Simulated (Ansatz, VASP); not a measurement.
# SnO: VASP beside Ansatz

```
CELL_PARAMETERS angstrom
3.35500 0.00000 0.00000
0.00000 5.67410 0.00000
0.00000 0.00000 4.22197
ATOMIC_POSITIONS crystal
Sn 0.00000 0.23191 0.51314
Sn 0.50000 0.76809 0.01314
O 0.00000 0.89125 0.73686
O 0.50000 0.10875 0.23686
```

The cell comes from a database or a generator and needn't be the stable form of this composition.

Alike in both runs: task single point; functional PBEsol; k mesh 8 × 4 × 6; no spin polarisation.

|  | VASP | Ansatz |
| --- | --- | --- |
| version | VASP 6.6.1 | Ansatz 0.2.0 |
| potentials or method | VASP PAW PBE potentials, release 64 (Sn_d, O) | plane waves, PAW |
| plane-wave cutoff (eV) | 520 | 420 |
| occupations | gaussian, width 0.01 eV | fixed |
| valence electrons in the cell | 40 | 40 |

```csv
,VASP,Ansatz,Ansatz less VASP
pressure (GPa),-2.9,-3.1,-0.20
largest component of the traceless stress (GPa),0.62,0.65,+0.032
```

Caveats: the PAW data sets were made with another functional, which shifts forces and pressure a little (VASP); spin-orbit coupling is left out, which moves the levels of the heavy elements. PBEsol gaps usually lie below the measured ones, often by a third to a half. A k mesh can miss the band edges.
